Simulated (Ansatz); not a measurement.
Crystal: GaAs.

```
As Ga
1.0
     0.00000    2.82685    2.82685
     2.82685    0.00000    2.82685
     2.82685    2.82685    0.00000
As Ga
1 1
Direct
  0.75000 0.75000 0.75000
  0.00000 0.00000 0.00000
```

- Program: Ansatz 0.2.0
- Task: relaxation of cell and atoms
- Functional: PBE
- Potentials or basis: Ansatz PAW
- Cutoff: 420 eV (not typed: the program's choice for these potentials)
- k mesh: 8 × 8 × 8
- Occupations: fermi-dirac, width 0.05 eV
- Spin: no spin polarisation

At the start: volume 22.59 Å³/atom.

Problem. How do energy, volume and symmetry change on relaxing?

Solution. It ends after 5 steps and the volume is 23.71 Å³/atom (+4.9 %); space group F-43m (No. 216, to 0.05 Å).

Step by step:
```tsv
step	energy change (eV)	largest force (eV/Å)	volume (Å³)
1	0.0000	0.0000	45.18
2	-0.0204	0.0000	46.94
3	-0.0212	0.0000	47.37
4	-0.0212	0.0000	47.41
5	-0.0217	0.0000	47.41
```

Final structure:
```yaml
crystal:
  lattice:
    - [0.00000, 2.87265, 2.87265]
    - [2.87265, 0.00000, 2.87265]
    - [2.87265, 2.87265, 0.00000]
  atoms:
    - { symbol: As, position: [0.75000, 0.75000, 0.75000] }
    - { symbol: Ga, position: [0.00000, 0.00000, 0.00000] }
```

Caveat: the plane-wave basis is chosen anew once the cell has moved, so the energies of steps on either side of that aren't comparable.
